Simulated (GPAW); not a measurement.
The system is SiO2.

```
Si O
1.0
    -2.62334    4.77675    4.44167
     2.62334   -4.77675    4.44167
     2.62334    4.77675   -4.44167
Si O
4 8
Direct
  0.26034 0.84494 0.41540
  0.07045 0.15506 0.91540
  0.73966 0.15506 0.58460
  0.92955 0.84494 0.08460
  0.50000 0.00000 0.50000
  0.00000 0.00000 0.00000
  0.79318 0.00000 0.29318
  0.20682 0.50000 0.20682
  0.20682 0.00000 0.70682
  0.79318 0.50000 0.79318
  0.86931 0.11931 0.75000
  0.13069 0.88069 0.25000
```

The cell comes from a database or a generator and needn't be the stable form of this composition.

Base run:

```yaml
Program: GPAW 26.7.0
Functional: PBEsol
Potentials_or_basis: PAW data sets generated in the run's folder for this functional
Cutoff: 800 eV
Basis: pw
k_mesh: 4 × 4 × 4
Occupations: fermi-dirac, width 0.05 eV
Spin: no spin polarisation
```

Its results: band gap on the k mesh 5.59 eV, direct; pressure 4.2 GPa; largest force 0.400 eV/Å.

Task: The run is repeated on the same cell with these changes: functional from PBEsol to PBE; potentials or basis from PAW data sets generated in the run's folder for this functional to GPAW PAW data sets (gpaw-data 1.2.1). What comes out?

Result: Band gap on the k mesh 5.51 eV, direct; pressure 5.9 GPa; largest force 0.505 eV/Å.
